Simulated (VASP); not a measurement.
The system is TaSi2.

```
Ta Si
1.0
     4.78390    0.00000    0.00000
    -2.39195    4.14298    0.00000
     0.00000    0.00000    6.57000
Ta Si
3 6
Direct
  0.00000 0.50000 0.33333
  0.50000 0.50000 0.66667
  0.50000 0.00000 0.00000
  0.31794 0.15897 0.33333
  0.15897 0.84103 0.66667
  0.84103 0.68206 0.00000
  0.68206 0.84103 0.33333
  0.84103 0.15897 0.66667
  0.15897 0.31794 0.00000
```

Base run:

```yaml
Program: VASP 6.6.1
Functional: PBEsol
Potentials_or_basis: VASP PAW PBE potentials, release 64 (Ta_pv, Si)
Cutoff: 520 eV
k_mesh: 5 × 5 × 3
Occupations: fermi-dirac, width 0.05 eV
Spin: no spin polarisation
Hubbard_terms: Ta d U = 2 eV
```

Its results: band gap on the k mesh none (metal or under the smearing width); pressure 0.8 GPa; largest force 0.039 eV/Å.

Problem. After a change of settings the same cell gave: band gap on the k mesh none (metal or under the smearing width); pressure 10.1 GPa; largest force 0.200 eV/Å. Which change was it?
A. hubbard terms from Ta d U = 2 eV to none
B. hubbard terms from Ta d U = 2 eV to Ta d U = 8 eV
C. hubbard terms from Ta d U = 2 eV to Ta d U = 5 eV

Solution. B.

Caveats: the PAW data sets were made with another functional, which shifts forces and pressure a little; U without spin polarisation on a metal has little footing; the U is typed as a test and isn't derived for this compound.
